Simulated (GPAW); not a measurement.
# ZnSe (Stilleite) (F-43m) in GPAW: a series of runs

Aim: see how the results for ZnSe (Stilleite) move with the level of theory and the settings. Levels: LDA, HSE06, PBE0. Tasks: single point.

Program: GPAW 26.7.0. These are calculated values, not measurements. Logs are shortened: lines on timing, memory, paths and dates and some standing lists are left out, and cuts for length are marked. The log counts tension as positive stress, the text compression.

**Experimental background.**

From “Alloy Disordering Effects on the Thermal Conductivity and Energy Gap Temperature Dependence of Cd1−xZnxSe Ternary Crystals Grown by the Bridgman Method”, 2023, pmc:10253836, for a bulk crystal of ZnSe at 300 K: band gap 2.695 ± 0.003 eV (an exciton energy, a little under the gap).

The results are compared with them further down.

### Step 1. The crystal as given

It takes space group F-43m (No. 216, cubic). The conventional cell has a = 5.668 Å, b = 5.668 Å, c = 5.668 Å, α = 90.00°, β = 90.00°, γ = 90.00°. Around Se (site symmetry -43m) lie 4 Zn at 2.45 Å. Zn (site symmetry -43m) has 4 Se at 2.45 Å as nearest neighbours.

### Step 2. Single point, LDA

The input, run.py:

```python
from ase.dft.bandgap import bandgap
from ase.io import read, write
from ase.units import GPa
from gpaw import GPAW, PW

atoms = read('ZnSe.xyz')

calc = GPAW(mode=PW(500),
            xc='LDA',
            kpts={'size': (7, 7, 7), 'gamma': True},
            occupations={'name': 'fermi-dirac', 'width': 0.05},
            nbands=18,
            maxiter=120,
            txt='gpaw.txt')
atoms.calc = calc
energy = atoms.get_potential_energy()
forces = atoms.get_forces()
stress = atoms.get_stress()
calc.write('gs.gpw')
write('result.traj', atoms)
print(f'Energy: {energy:.6f} eV')
print('Forces (eV/A):')
print(forces.round(4))
print('Stress (GPa):', (stress / GPa).round(3))
print('Fermi level:', round(calc.get_fermi_level(), 4), 'eV')
print(f'Gap: {bandgap(calc)[0]:.4f} eV, direct: {bandgap(calc, direct=True)[0]:.4f} eV')
```

The input, ZnSe.xyz:

```xyz
2
Lattice="0.0000000000 2.8338000000 2.8338000000 2.8338000000 0.0000000000 2.8338000000 2.8338000000 2.8338000000 0.0000000000" Properties=species:S:1:pos:R:3 pbc="T T T"
Se     4.2507000000      4.2507000000      4.2507000000
Zn     0.0000000000      0.0000000000      0.0000000000
```

Potentials or basis: the program's PAW data sets (release 1.2.1) made for this functional, pw.

On the command line:

```bash
> OMP_NUM_THREADS=1 python run.py
```

gpaw.txt:

```text
__  _  _
 | _ |_)|_||  |
 |__||  | ||/\| - 26.7.0

Input parameters:
  mode=PW(ecut=500.0),
  kpts=MonkhorstPack(size=(7, 7, 7), gamma=True),
  maxiter=120,
  nbands=18,
  occupations=Occupations(name='fermi-dirac', width=0.05),
  xc=XC(name='LDA')

Diagonalizing LCAO Hamiltonian
Converting LCAO to pw mode

                    Se

       Zn

Atoms  # Å, Bohr magnetons
|   | symbol |        x |        y |        z |    initial magnetic moments |
|---|--------|----------|----------|----------|-----------------------------|
| 0 |     Se | 4.250700 | 4.250700 | 4.250700 | ( 0.0000,  0.0000,  0.0000) |
| 1 |     Zn | 0.000000 | 0.000000 | 0.000000 | ( 0.0000,  0.0000,  0.0000) |

Unit cell  # Å
| periodic |        x |        y |        z |  lengths |    angles |
|----------|----------|----------|----------|----------|-----------|
|      yes | 0.000000 | 2.833800 | 2.833800 | 4.007598 | 60.000000 |
|      yes | 2.833800 | 0.000000 | 2.833800 | 4.007598 | 60.000000 |
|      yes | 2.833800 | 2.833800 | 0.000000 | 4.007598 | 60.000000 |

Number of symmetries: 24
Symmetry operations  # r_c * U_cc + t_c -> r_c
|    | kind |            matrix            |
|----|------|------------------------------|
|  0 |  E   |  1, 0, 0,  0, 1, 0,  0, 0, 1 |
|  1 |  σ   |  1, 0, 0,  0, 0, 1,  0, 1, 0 |
|  2 |  σ   |  1, 0,-1,  0, 1,-1,  0, 0,-1 |
|  3 |  C3  |  1, 0,-1,  0, 0,-1,  0, 1,-1 |
|  4 |  C3  |  1,-1, 0,  0,-1, 1,  0,-1, 0 |
|  5 |  σ   |  1,-1, 0,  0,-1, 0,  0,-1, 1 |
|  6 |  σ   |  0, 1, 0,  1, 0, 0,  0, 0, 1 |
|  7 |  C3  |  0, 1, 0,  0, 0, 1,  1, 0, 0 |
|  8 |  C2  |  0, 1,-1,  1, 0,-1,  0, 0,-1 |
|  9 |  S4  |  0, 1,-1,  0, 0,-1,  1, 0,-1 |
| 10 |  C3  |  0, 0, 1,  1, 0, 0,  0, 1, 0 |
| 11 |  σ   |  0, 0, 1,  0, 1, 0,  1, 0, 0 |
| 12 |  S4  |  0, 0,-1,  1, 0,-1,  0, 1,-1 |
| 13 |  C3  |  0, 0,-1,  0, 1,-1,  1, 0,-1 |
| 14 |  S4  |  0,-1, 1,  1,-1, 0,  0,-1, 0 |
| 15 |  C2  |  0,-1, 1,  0,-1, 0,  1,-1, 0 |
| 16 |  C3  |  0,-1, 0,  1,-1, 0,  0,-1, 1 |
| 17 |  S4  |  0,-1, 0,  0,-1, 1,  1,-1, 0 |
| 18 |  S4  | -1, 1, 0, -1, 0, 1, -1, 0, 0 |
| 19 |  C3  | -1, 1, 0, -1, 0, 0, -1, 0, 1 |
| 20 |  C3  | -1, 0, 1, -1, 1, 0, -1, 0, 0 |
| 21 |  S4  | -1, 0, 1, -1, 0, 0, -1, 1, 0 |
| 22 |  σ   | -1, 0, 0, -1, 1, 0, -1, 0, 1 |
| 23 |  C2  | -1, 0, 0, -1, 0, 1, -1, 1, 0 |

BZ-sampling:
  Number of BZ points: 343
  Number of IBZ points: 20

  Monkhorst-Pack size: [7, 7, 7]
  Monkhorst-Pack shift: [0, 0, 0]

K-points  # in reciprocal-cell coordinates
|     |                                coordinates |     weight |
|-----|--------------------------------------------|------------|
|   0 | (  0.00000000,   0.00000000,   0.00000000) | 0.00291545 |
|   1 | (  0.14285714,   0.14285714,   0.00000000) | 0.01749271 |
|   2 | (  0.14285714,   0.14285714,   0.14285714) | 0.02332362 |
|   3 | (  0.28571429,   0.14285714,   0.14285714) | 0.03498542 |
|   4 | (  0.28571429,   0.28571429,   0.00000000) | 0.01749271 |
|   5 | (  0.28571429,   0.28571429,   0.14285714) | 0.06997085 |
|   6 | (  0.28571429,   0.28571429,   0.28571429) | 0.02332362 |
|   7 | (  0.42857143,  -0.28571429,  -0.28571429) | 0.03498542 |
|   8 | (  0.42857143,   0.28571429,  -0.42857143) | 0.13994169 |
|   9 | (  0.42857143,   0.28571429,  -0.28571429) | 0.06997085 |
| ... |                                            |            |
|  19 | (  0.42857143,   0.42857143,   0.42857143) | 0.02332362 |

Plane wave coefficients: 1173
Cutoff: 500.0 eV

Spin-components: 1 (collinear spins)
Bands:           18
Projectors:      11
Spin-degeneracy: 2
Datatype:        complex128

Parallelization:
  kpt:    1
  domain: 1
  band:   1

Density:
  Valence electrons: 18.0
  Components: 1
  Grid points: [21 21 21]
  Charge: 0.0  # |e|

Potential:
  Grid points: [21 21 21]

species:
  Se:
    name:    Selenium
    Z:       34.0
    valence: 6
    core:    28
    charge:  0.0  # [|e|]
    compensation charges:
      type: gauss
      rc: 0.27  # [Å]
      lmax: 2
    cutoffs:
      filter: 1.77  # [Å]
      core: 2.67  # [Å]
    projectors
    | kind |    occ | energy [eV] | rcut [Å] |
    |------|--------|-------------|----------|
    |   4s |  2.000 |     -17.472 |    0.847 |
    |   4p |  4.000 |      -6.656 |    1.005 |
    |    s |        |       9.739 |    0.847 |
    |    p |        |      20.555 |    1.005 |
    |    d |        |       0.000 |    0.847 |

    Using partial waves for Se as LCAO basis

  Zn:
    name:    Zinc
    Z:       30.0
    valence: 12
    core:    18
    charge:  0.0  # [|e|]
    compensation charges:
      type: gauss
      rc: 0.37  # [Å]
      lmax: 2
    cutoffs:
      filter: 2.14  # [Å]
      core: 2.28  # [Å]
    projectors
    | kind |    occ | energy [eV] | rcut [Å] |
    |------|--------|-------------|----------|
    |   4s |  2.000 |      -6.218 |    1.286 |
    |   4p |  0.000 |      -1.230 |    1.270 |
    |   3d | 10.000 |     -10.426 |    1.180 |
    |    s |        |      20.994 |    1.286 |
    |    p |        |      25.981 |    1.270 |
    |    d |        |      16.786 |    1.180 |

    Using partial waves for Zn as LCAO basis

Reference energy: -114805.075344  # eV

eigensolver:
  PPCG
  Converge bands: occupied
  niter=2

density mixing:
  MSR1-Mixer
  Pratt-step length: 0.05
  Maximum mixing coefficient: 0.75
  Old densities: 10
  SVD Regularization: 0.005
  Good broyden scale: 1.0
  Trust region scale: 1.0
  Backstep threshold: 4.0
  History deletion threshold: 6.0
  Fourier metric: weight=20.0, sigma=0.015

occupation numbers:
  Fermi-Dirac:
    width: 0.0500  # eV

poisson solver:
  ecut: 4000.0  # eV

xc functional:
  name: None

convergence criteria:
- Maximum [total energy] change in last 3 cyles: 0.0005 eV / valence electron
- Maximum integral of absolute [dens]ity change: 0.0001 electrons / valence electron
- Maximum integral of absolute [eigenst]ate change: 4e-08 eV^2 / valence electron
maximum number of iterations: 120

SCF iterations
|iter     | |      energy | eigst |  dens |
|---------|-|-------------|-------|-------|
|iter:   1| |   -7.691106 | -0.34 |       |
|iter:   2| |   -7.632135 | -2.22 | -1.26 |
|iter:   3| |   -7.442088 | -1.70 | -1.31 |
|iter:   4| |   -7.437703 | -2.83 | -1.85 |
|iter:   5| |   -7.437774c| -4.33 | -2.36 |
|iter:   6| |   -7.437760c| -5.08 | -3.31 |
|iter:   7| |   -7.437765c| -6.41 | -3.73 |
|iter:   8| |   -7.437766c| -7.28 | -4.14c|
|iter:   9| |   -7.437766c| -8.08c| -5.50c|

Converged in 9 steps
Energy contributions relative to reference atoms: (reference = -114805.075344)

Energy contributions:
  Kinetic:           9.843165
  Coulomb:          -8.411197
  Zero:             -0.040288
  External:          0.000000
  Xc:               -8.829446
  Entropy:          -0.000000
  Spinorbit:         0.000000
  ----------------------------
  Free energy:      -7.437766
  Extrapolated:     -7.437766

dipole moment: (-7.137807, -7.137807, -7.137807)  # |e|*Ang

Fermi level: 4.105
Eigenvalues  # (at kpt = [0.000, 0.000, 0.000])
| band index |      eig [eV] | occ [0-2] |
|------------|---------------|-----------|
|          0 |        -9.756 |     2.000 |
|          1 |        -3.075 |     2.000 |
|          2 |        -3.075 |     2.000 |
|          3 |        -3.075 |     2.000 |
|          4 |        -2.716 |     2.000 |
|          5 |        -2.716 |     2.000 |
[... 10 lines left out ...]
|         16 |        16.452 |     0.000 |
|         17 |        16.452 |     0.000 |

Gap: 1.044 eV
Transition (v -> c):
  (s=0, k=0, n=8, [0.00, 0.00, 0.00]) -> (s=0, k=0, n=9, [0.00, 0.00, 0.00])
No difference between direct/indirect transitions

Forces  # eV/Ang
|        x |       y |        z |
|----------|---------|----------|
|  0.00000 | 0.00000 |  0.00000 |  # Se   0
| -0.00000 | 0.00000 | -0.00000 |  # Zn   1

Stress tensor  # eV/Ang^3
|         x |         y |         z |
|-----------|-----------|-----------|
|  0.023632 | -0.000000 |  0.000000 |
| -0.000000 |  0.023632 | -0.000000 |
|  0.000000 | -0.000000 |  0.023632 |

# Writing to gs.gpw (mode='')
```

Wall time 22 s (1 thread of Intel Xeon at 2.50GHz (Skylake/Cascade Lake), shared host); peak memory 0.14 GiB.

Results:

```
Free energy            : -7.4378 eV
Pressure               : -3.8 GPa
Band gap on the k mesh : 1.04 eV, direct
```

Caveat: the cutoff is short for stress and forces, so pressures can be off by a GPa or more.

(Part 1 of 2 ends here.)
